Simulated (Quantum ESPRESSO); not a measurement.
# InP (F-43m) in Quantum ESPRESSO: further runs, part 3 of 4

Quantum ESPRESSO 7.5.

**4. Wannier functions, PBEsol**

pw.in

```
&CONTROL
  calculation = 'scf'
  prefix = 'pwscf'
  outdir = './tmp'
  pseudo_dir = './pseudo'
  tprnfor = .true.
  tstress = .true.
  disk_io = 'low'
/
&SYSTEM
  ibrav = 0
  nat = 2
  ntyp = 2
  ecutwfc = 70
  nbnd = 15
  occupations = 'smearing'
  smearing = 'fd'
  degauss = 0.00367493
/
&ELECTRONS
  conv_thr = 4d-10
  electron_maxstep = 120
  mixing_beta = 0.5
/
ATOMIC_SPECIES
In   114.8180 In.upf
P     30.9738 P.upf
CELL_PARAMETERS angstrom
   0.0000000000    2.9305000000    2.9305000000
   2.9305000000    0.0000000000    2.9305000000
   2.9305000000    2.9305000000    0.0000000000
ATOMIC_POSITIONS crystal
In     0.0000000000    0.0000000000    0.0000000000
P      0.7500000000    0.7500000000    0.7500000000
K_POINTS automatic
8 8 8 0 0 0
```

nscf.in

```
&CONTROL
  calculation = 'nscf'
  prefix = 'pwscf'
  outdir = './tmp'
  pseudo_dir = './pseudo'
  disk_io = 'low'
/
&SYSTEM
  ibrav = 0
  nat = 2
  ntyp = 2
  ecutwfc = 70
  nbnd = 11
  occupations = 'smearing'
  smearing = 'fd'
  degauss = 0.00367493
  nosym = .true.
  noinv = .true.
/
&ELECTRONS
  conv_thr = 1d-09
  electron_maxstep = 120
  mixing_beta = 0.5
  diago_full_acc = .true.
/
ATOMIC_SPECIES
In   114.8180 In.upf
P     30.9738 P.upf
CELL_PARAMETERS angstrom
   0.0000000000    2.9305000000    2.9305000000
   2.9305000000    0.0000000000    2.9305000000
   2.9305000000    2.9305000000    0.0000000000
ATOMIC_POSITIONS crystal
In     0.0000000000    0.0000000000    0.0000000000
P      0.7500000000    0.7500000000    0.7500000000
K_POINTS crystal
125
  0.00000000   0.00000000   0.00000000 8.00000000e-03
  0.00000000   0.00000000   0.20000000 8.00000000e-03
  0.00000000   0.00000000   0.40000000 8.00000000e-03
  0.00000000   0.00000000   0.60000000 8.00000000e-03
  0.00000000   0.00000000   0.80000000 8.00000000e-03
  0.00000000   0.20000000   0.00000000 8.00000000e-03
[... 117 lines left out ...]
  0.80000000   0.80000000   0.60000000 8.00000000e-03
  0.80000000   0.80000000   0.80000000 8.00000000e-03
```

pw2wan.in

```
&INPUTPP
  prefix = 'pwscf'
  outdir = './tmp'
  seedname = 'w'
  write_mmn = .true.
  write_amn = .true.
  scdm_proj = .true.
  scdm_entanglement = 'isolated'
/
```

bands.in

```
&CONTROL
  calculation = 'bands'
  prefix = 'pwscf'
  outdir = './tmp'
  pseudo_dir = './pseudo'
  disk_io = 'low'
/
&SYSTEM
  ibrav = 0
  nat = 2
  ntyp = 2
  ecutwfc = 70
  nbnd = 11
  occupations = 'smearing'
  smearing = 'fd'
  degauss = 0.00367493
/
&ELECTRONS
  conv_thr = 1d-08
  electron_maxstep = 120
  mixing_beta = 0.5
  diago_full_acc = .true.
/
ATOMIC_SPECIES
In   114.8180 In.upf
P     30.9738 P.upf
CELL_PARAMETERS angstrom
   0.0000000000    2.9305000000    2.9305000000
   2.9305000000    0.0000000000    2.9305000000
   2.9305000000    2.9305000000    0.0000000000
ATOMIC_POSITIONS crystal
In     0.0000000000    0.0000000000    0.0000000000
P      0.7500000000    0.7500000000    0.7500000000
K_POINTS crystal
77
  0.00000000   0.00000000   0.00000000 1
  0.04166700   0.00000000   0.04166700 1
  0.08333300   0.00000000   0.08333300 1
  0.12500000   0.00000000   0.12500000 1
  0.16666700   0.00000000   0.16666700 1
  0.20833300   0.00000000   0.20833300 1
[... 69 lines left out ...]
  0.53125000   0.06250000   0.53125000 1
  0.50000000   0.00000000   0.50000000 1
```

w.win

```
num_wann = 9
num_bands = 9
auto_projections = true
num_iter = 400
conv_tol = 1.0d-9
conv_window = 4
num_print_cycles = 40
fermi_energy = 7.3475
bands_plot = true
write_hr = true
mp_grid = 5 5 5
exclude_bands = 10-11
begin unit_cell_cart
ang
  0.0000000000   2.9305000000   2.9305000000
  2.9305000000   0.0000000000   2.9305000000
  2.9305000000   2.9305000000   0.0000000000
end unit_cell_cart
begin atoms_frac
In   0.0000000000   0.0000000000   0.0000000000
P    0.7500000000   0.7500000000   0.7500000000
end atoms_frac
begin kpoint_path
G   0.0000000000   0.0000000000   0.0000000000  X   0.5000000000   0.0000000000   0.5000000000
X   0.5000000000   0.0000000000   0.5000000000  W   0.5000000000   0.2500000000   0.7500000000
W   0.5000000000   0.2500000000   0.7500000000  K   0.3750000000   0.3750000000   0.7500000000
K   0.3750000000   0.3750000000   0.7500000000  G   0.0000000000   0.0000000000   0.0000000000
G   0.0000000000   0.0000000000   0.0000000000  L   0.5000000000   0.5000000000   0.5000000000
L   0.5000000000   0.5000000000   0.5000000000  U   0.6250000000   0.2500000000   0.6250000000
U   0.6250000000   0.2500000000   0.6250000000  W   0.5000000000   0.2500000000   0.7500000000
W   0.5000000000   0.2500000000   0.7500000000  L   0.5000000000   0.5000000000   0.5000000000
L   0.5000000000   0.5000000000   0.5000000000  K   0.3750000000   0.3750000000   0.7500000000
U   0.6250000000   0.2500000000   0.6250000000  X   0.5000000000   0.0000000000   0.5000000000
end kpoint_path
bands_num_points = 12
begin kpoints
  0.00000000   0.00000000   0.00000000
  0.00000000   0.00000000   0.20000000
  0.00000000   0.00000000   0.40000000
  0.00000000   0.00000000   0.60000000
  0.00000000   0.00000000   0.80000000
  0.00000000   0.20000000   0.00000000
[... 117 lines left out ...]
  0.80000000   0.80000000   0.60000000
  0.80000000   0.80000000   0.80000000
end kpoints
```

Potentials or basis: PseudoDojo 0.4.1 SR PBEsol standard.

Run with:

```console
OMP_NUM_THREADS=1 pw.x -in pw.in > pw.out
OMP_NUM_THREADS=1 pw.x -in nscf.in > nscf.out
wannier90.x -pp w
OMP_NUM_THREADS=1 pw2wannier90.x -in pw2wan.in > pw2wan.out
wannier90.x w
OMP_NUM_THREADS=1 pw.x -in bands.in > bands.out
```

pw.out:

```text
This program is part of the open-source Quantum ESPRESSO suite
     for quantum simulation of materials; please cite
         "P. Giannozzi et al., J. Phys.:Condens. Matter 21 395502 (2009);
         "P. Giannozzi et al., J. Phys.:Condens. Matter 29 465901 (2017);
         "P. Giannozzi et al., J. Chem. Phys. 152 154105 (2020);
     in publications or presentations arising from this work. More details at

     Message from routine setup:
     using ibrav=0 with symmetry is DISCOURAGED, use correct ibrav instead

     G-vector sticks info
     --------------------
     sticks:   dense  smooth     PW     G-vecs:    dense   smooth      PW
     Sum        1177    1177    349                26813    26813    4285

     Using Slab Decomposition

     bravais-lattice index     =            0
     lattice parameter (alat)  =       7.8317  a.u.
     unit-cell volume          =     339.6658 (a.u.)^3
     number of atoms/cell      =            2
     number of atomic types    =            2
     number of electrons       =        18.00
[... 305 lines left out ...]
     4.3553   9.6152  10.0591  14.6265  14.6917  16.9819  18.1687

          k =-0.7071 0.3536 0.0000 (  3380 PWs)   bands (ev):

    -7.3218  -7.1109  -7.0746  -7.0392  -7.0032  -2.0202   1.3804   4.0395
     4.0780  11.2408  11.3821  12.5188  13.1214  17.1302  18.2589

     the Fermi energy is     7.3787 ev

!    total energy              =    -146.46772359 Ry
     estimated scf accuracy    <          3.8E-10 Ry
     smearing contrib. (-TS)   =      -0.00000086 Ry
     internal energy E=F+TS    =    -146.46772273 Ry

     The total energy is F=E-TS. E is the sum of the following terms:
     one-electron contribution =     -49.72170157 Ry
     hartree contribution      =      36.72971165 Ry
     xc contribution           =     -43.75532861 Ry
     ewald contribution        =     -89.72040420 Ry

     convergence has been achieved in   9 iterations

     Forces acting on atoms (cartesian axes, Ry/au):

     atom    1 type  1   force =     0.00000000   -0.00000000   -0.00000000
     atom    2 type  2   force =    -0.00000000    0.00000000    0.00000000

     Total force =     0.000000     Total SCF correction =     0.000000

     Computing stress (Cartesian axis) and pressure

          total   stress  (Ry/bohr**3)                   (kbar)     P=        7.01
   0.00004767   0.00000000   0.00000000            7.01        0.00        0.00
   0.00000000   0.00004767   0.00000000            0.00        7.01        0.00
   0.00000000   0.00000000   0.00004767            0.00        0.00        7.01

=------------------------------------------------------------------------------=
   JOB DONE.
=------------------------------------------------------------------------------=
```

nscf.out:

```text
This program is part of the open-source Quantum ESPRESSO suite
     for quantum simulation of materials; please cite
         "P. Giannozzi et al., J. Phys.:Condens. Matter 21 395502 (2009);
         "P. Giannozzi et al., J. Phys.:Condens. Matter 29 465901 (2017);
         "P. Giannozzi et al., J. Chem. Phys. 152 154105 (2020);
     in publications or presentations arising from this work. More details at

[... 86 lines left out ...]

     Number of k-points >= 100: set verbosity='high' to print the bands.

     the Fermi energy is     7.3751 ev
     (compare with:     7.3787 eV, computed in scf)

=------------------------------------------------------------------------------=
   JOB DONE.
=------------------------------------------------------------------------------=
```

Run time: 2.3 min. Hardware: 1 thread of Arm Neoverse V2, shared host; peak memory 0.1 GiB.

What came out:

```yaml
Free_energy: -1992.7949 eV
Pressure: 0.7 GPa
Band_gap_on_the_k_mesh: 0.61 eV, direct
Band_gap_along_the_path: 0.61 eV, direct
Total_Wannier_spread: 10.04 Å² over 9 functions
RMS_miss_of_the_Wannier_bands: 0.046 eV
```

Levels at the corners of the path, in eV from the valence-band top:
| point | band 6 | band 7 | band 8 | band 9 | band 10 | band 11 |
| --- | --- | --- | --- | --- | --- | --- |
| Γ | -11.55 | 0.00 | 0.00 | 0.00 | 0.61 | 4.02 |
| X | -9.14 | -5.81 | -2.35 | -2.35 | 1.63 | 2.16 |
| W | -9.06 | -5.66 | -3.00 | -2.96 | 4.20 | 4.34 |
| K | -9.15 | -5.67 | -3.36 | -1.96 | 2.25 | 4.32 |
| Γ | -11.55 | 0.00 | 0.00 | 0.00 | 0.61 | 4.02 |
| L | -9.80 | -5.80 | -0.98 | -0.98 | 1.40 | 4.73 |
| U | -9.15 | -5.67 | -3.36 | -1.96 | 2.25 | 4.32 |
| W | -9.06 | -5.66 | -3.00 | -2.96 | 4.20 | 4.34 |
| L | -9.80 | -5.80 | -0.98 | -0.98 | 1.40 | 4.73 |
| K | -9.15 | -5.67 | -3.36 | -1.96 | 2.25 | 4.32 |
| U | -9.15 | -5.67 | -3.36 | -1.96 | 2.25 | 4.32 |
| X | -9.14 | -5.81 | -2.35 | -2.35 | 1.63 | 2.16 |

Wannier functions:
```
function  nearest atom  distance (Å)  spread (Å²)  on-site energy from the reference level (eV)
       1          1 In          0.02         0.51                                        -14.23
       2          1 In          0.02         0.52                                        -14.18
       3          1 In          0.02         0.52                                        -14.18
       4          1 In          0.02         0.51                                        -14.25
       5          1 In          0.01         0.50                                        -14.30
       6           2 P          0.88         1.87                                         -5.22
       7           2 P          0.88         1.87                                         -5.22
       8           2 P          0.88         1.87                                         -5.22
       9           2 P          0.88         1.87                                         -5.22
```

Parts of the spread (Å²): invariant 9.10, diagonal 0.010, off-diagonal 0.93, total 10.04. Against the direct bands the interpolation misses by 46 meV (root mean square) and 367 meV at most, for states up to 1 eV over the reference level.

Caveat: spin-orbit coupling is left out, which moves the levels of the heavy elements; the Wannier minimisation didn't converge.

**5. Phonons, PBE+D2**

pw.in: that of step 4 with these lines changed.

```diff
@@ -18,2 +18,3 @@
   degauss = 0.00367493
+  vdw_corr = 'grimme-d2'
 /
@@ -35,2 +36,2 @@
 K_POINTS automatic
-8 8 8 0 0 0
+8 8 8 1 1 1
```

relax.in

```
&CONTROL
  calculation = 'vc-relax'
  prefix = 'pwscf'
  outdir = './tmp'
  pseudo_dir = './pseudo'
  tprnfor = .true.
  tstress = .true.
  disk_io = 'low'
  nstep = 40
  forc_conv_thr = 0.0001
  etot_conv_thr = 1d-06
/
&SYSTEM
  ibrav = 0
  nat = 2
  ntyp = 2
  ecutwfc = 70
  nbnd = 15
  occupations = 'smearing'
  smearing = 'fd'
  degauss = 0.00367493
  vdw_corr = 'grimme-d2'
/
&ELECTRONS
  conv_thr = 4d-10
  electron_maxstep = 120
  mixing_beta = 0.5
/
&IONS
  ion_dynamics = 'bfgs'
/
&CELL
  cell_dynamics = 'bfgs'
  press = 0
  press_conv_thr = 0.2
/
ATOMIC_SPECIES
In   114.8180 In.upf
P     30.9738 P.upf
CELL_PARAMETERS angstrom
   0.0000000000    2.9305000000    2.9305000000
   2.9305000000    0.0000000000    2.9305000000
   2.9305000000    2.9305000000    0.0000000000
ATOMIC_POSITIONS crystal
In     0.0000000000    0.0000000000    0.0000000000
P      0.7500000000    0.7500000000    0.7500000000
K_POINTS automatic
8 8 8 1 1 1
```

scf2.in

```
&CONTROL
  calculation = 'scf'
  prefix = 'pwscf'
  outdir = './tmp'
  pseudo_dir = './pseudo'
  tprnfor = .true.
  tstress = .true.
  disk_io = 'low'
/
&SYSTEM
  ibrav = 0
  nat = 2
  ntyp = 2
  ecutwfc = 70
  nbnd = 15
  occupations = 'fixed'
  vdw_corr = 'grimme-d2'
/
&ELECTRONS
  conv_thr = 1d-13
  electron_maxstep = 120
  mixing_beta = 0.5
  startingpot = 'file'
  startingwfc = 'file'
/
ATOMIC_SPECIES
In   114.8180 In.upf
P     30.9738 P.upf
CELL_PARAMETERS angstrom
   0.0000000000    2.9207975988    2.9207975988
   2.9207975988    0.0000000000    2.9207975988
   2.9207975988    2.9207975988    0.0000000000
ATOMIC_POSITIONS crystal
In     0.0000000000    0.0000000000    0.0000000000
P      0.7500000000    0.7500000000    0.7500000000
K_POINTS automatic
8 8 8 1 1 1
```

ph.in

```
phonons of InP
&INPUTPH
  prefix = 'pwscf'
  outdir = './tmp'
  tr2_ph = 1d-16
  fildyn = 'dyn'
  niter_ph = 60
  alpha_mix(1) = 0.7
  epsil = .true.
/
0.0000000000 0.0000000000 0.0000000000
```

dynmat.in

```
&INPUT
  fildyn = 'dyn'
  asr = 'crystal'
  lperm = .true.
  filout = 'dynmat.disp'
  fileig = 'dynmat.eig'
/
```

dynmat_lo.in

```
&INPUT
  fildyn = 'dyn'
  asr = 'crystal'
  filout = 'dynmat_lo.disp'
  fileig = 'dynmat_lo.eig'
  q(1) = 0
  q(2) = 0
  q(3) = 1
/
```

Potentials or basis: PseudoDojo 0.4.1 SR PBE standard.

Run with:

```console
OMP_NUM_THREADS=1 pw.x -in pw.in > pw.out
OMP_NUM_THREADS=1 pw.x -in relax.in > relax.out
OMP_NUM_THREADS=1 pw.x -in scf2.in > scf2.out
OMP_NUM_THREADS=1 ph.x -in ph.in > ph.out
OMP_NUM_THREADS=1 dynmat.x -in dynmat.in > dynmat.out
OMP_NUM_THREADS=1 dynmat.x -in dynmat_lo.in > dynmat_lo.out
```

pw.out:

```text
This program is part of the open-source Quantum ESPRESSO suite
     for quantum simulation of materials; please cite
[... 9 lines left out ...]
     --------------------
     sticks:   dense  smooth     PW     G-vecs:    dense   smooth      PW
     Sum        1177    1177    361                26813    26813    4477

     Using Slab Decomposition

     bravais-lattice index     =            0
     lattice parameter (alat)  =       7.8317  a.u.
     unit-cell volume          =     339.6658 (a.u.)^3
     number of atoms/cell      =            2
     number of atomic types    =            2
     number of electrons       =        18.00
     number of Kohn-Sham states=           15
     kinetic-energy cutoff     =      70.0000  Ry
     charge density cutoff     =     280.0000  Ry
     scf convergence threshold =      4.0E-10
     mixing beta               =       0.5000
     number of iterations used =            8  plain     mixing
     Exchange-correlation= PBE
                           (   1   4   3   4   0   0   0)

     celldm(1)=   7.831692  celldm(2)=   0.000000  celldm(3)=   0.000000
     celldm(4)=   0.000000  celldm(5)=   0.000000  celldm(6)=   0.000000

     crystal axes: (cart. coord. in units of alat)
               a(1) = (   0.000000   0.707107   0.707107 )
               a(2) = (   0.707107   0.000000   0.707107 )
               a(3) = (   0.707107   0.707107   0.000000 )

     reciprocal axes: (cart. coord. in units 2 pi/alat)
               b(1) = ( -0.707107  0.707107  0.707107 )
               b(2) = (  0.707107 -0.707107  0.707107 )
               b(3) = (  0.707107  0.707107 -0.707107 )
[... 107 lines left out ...]

     Dense  grid:    26813 G-vectors     FFT dimensions: (  45,  45,  45)

     Initial potential from superposition of free atoms

     starting charge      17.9960, renormalised to      18.0000
     Starting wfcs are   13 randomized atomic wfcs +    2 random wfcs

     Self-consistent Calculation

     iteration #  1     ecut=    70.00 Ry     beta= 0.50
     Davidson diagonalization with overlap
     ethr =  1.00E-02,  avg # of iterations =  4.6

     Threshold (ethr) on eigenvalues was too large:
     Diagonalizing with lowered threshold

     Davidson diagonalization with overlap
     ethr =  5.97E-04,  avg # of iterations =  1.8

     total energy              =    -146.81484958 Ry
     estimated scf accuracy    <       0.10502725 Ry
[... 50 lines left out ...]
     iteration #  9     ecut=    70.00 Ry     beta= 0.50
     Davidson diagonalization with overlap
     ethr =  6.74E-12,  avg # of iterations =  2.2

     End of self-consistent calculation

          k = 0.0442 0.0442 0.0442 (  3374 PWs)   bands (ev):

    -7.1021  -7.0953  -7.0953  -6.9482  -6.9482  -4.3325   6.5273   7.0894
     7.0894   8.3258  11.2453  11.3112  11.3112  15.9731  16.3226
[... 293 lines left out ...]
    -7.2176  -7.0548  -7.0492  -6.9409  -6.9362  -2.5589   1.5126   5.2552
     6.0014   9.4719  11.6278  12.3780  14.3634  16.6696  17.1395

     the Fermi energy is     7.7300 ev

!    total energy              =    -146.83811611 Ry
     estimated scf accuracy    <          1.8E-10 Ry
     smearing contrib. (-TS)   =      -0.00000001 Ry
     internal energy E=F+TS    =    -146.83811611 Ry

     The total energy is F=E-TS. E is the sum of the following terms:
     one-electron contribution =     -49.66180597 Ry
     hartree contribution      =      36.82563635 Ry
     xc contribution           =     -44.23104835 Ry
     ewald contribution        =     -89.72040420 Ry
     Dispersion Correction     =      -0.05049394 Ry

     convergence has been achieved in   9 iterations

     Forces acting on atoms (cartesian axes, Ry/au):

     atom    1 type  1   force =    -0.00000000   -0.00000000    0.00000000
     atom    2 type  2   force =    -0.00000000    0.00000000    0.00000000

     Total force =     0.000000     Total SCF correction =     0.000000

     Computing stress (Cartesian axis) and pressure

          total   stress  (Ry/bohr**3)                   (kbar)     P=       -6.40
  -0.00004348   0.00000000  -0.00000000           -6.40        0.00       -0.00
   0.00000000  -0.00004348   0.00000000            0.00       -6.40        0.00
  -0.00000000   0.00000000  -0.00004348           -0.00        0.00       -6.40

=------------------------------------------------------------------------------=
   JOB DONE.
=------------------------------------------------------------------------------=
```

It took 22 min on 1 thread of Arm Neoverse V2, shared host; peak memory 0.1 GiB.

Results:

```yaml
Free_energy: -1997.8353 eV
Relaxed_volume: 24.92 Å³/atom
Relaxed_cell: a = 4.131 Å, b = 4.131 Å, c = 4.131 Å, α = 60.00°, β = 60.00°, γ = 60.00°
Space_group_after_relaxing_to_0.05_Å: F-43m (No. 216)
Pressure_after_relaxing: 0.0 GPa
Electronic_dielectric_tensor_diagonal: 10.78
Born_charges_mean_of_the_diagonal: In +2.51; P -2.52 e
Highest_phonon_frequency_at_Γ_LO-TO_splitting_left_out: 306 cm⁻¹
Static_dielectric_tensor_diagonal: 13.52
```

The path:
```tsv
step	energy change (eV)	largest force (eV/Å)	pressure (GPa)	volume (Å³)
1	0.0000	0.0000	-0.64	50.33
2	-0.0006	0.0000	-0.43	50.17
3	-0.0010	0.0000	-0.12	49.92
4	-0.0010	0.0000	0.00	49.83
5	-0.0010	0.0000	0.00	49.84
```

Final structure:
```
In P
1.0
     0.00000    2.92080    2.92080
     2.92080    0.00000    2.92080
     2.92080    2.92080    0.00000
In P
1 1
Direct
  0.00000 0.00000 0.00000
  0.75000 0.75000 0.75000
```

Phonon frequencies in cm⁻¹ (negative: imaginary):
```
              q point           frequencies
(0.000, 0.000, 0.000)  -2 -2 -2 306 306 306
```

Electronic dielectric tensor:
```
10.78  0.00  0.00
 0.00 10.78  0.00
 0.00  0.00 10.78
```

Born effective charge tensors (e):
atom 1, In
```
2.51 0.00 0.00
0.00 2.51 0.00
0.00 0.00 2.51
```
atom 2, P
```
-2.52  0.00  0.00
 0.00 -2.52  0.00
 0.00  0.00 -2.52
```

Optical modes at Γ, degenerate ones joined, polar ones without the macroscopic field:
| cm⁻¹ | components | symmetry | active in | IR intensity, summed ((D/Å)²/amu) |
| --- | --- | --- | --- | --- |
| 306 | 3 | T2 | IR and Raman | 17.95 |

Zone-centre frequencies without and with the macroscopic field along z (cm⁻¹):
|  | optical modes in rising order |
| --- | --- |
| without | 306 306 306 |
| with the field | 306 306 342 |

Static dielectric tensor, electrons and zone-centre modes:
```
13.52  0.00  0.00
 0.00 13.52  0.00
 0.00  0.00 13.52
```

Caveat: the shifted mesh misses Γ, where the gap is smaller or closed, so treating the crystal as an insulator may be wrong and the dielectric response too small.

(Part 3 of 4 ends here.)
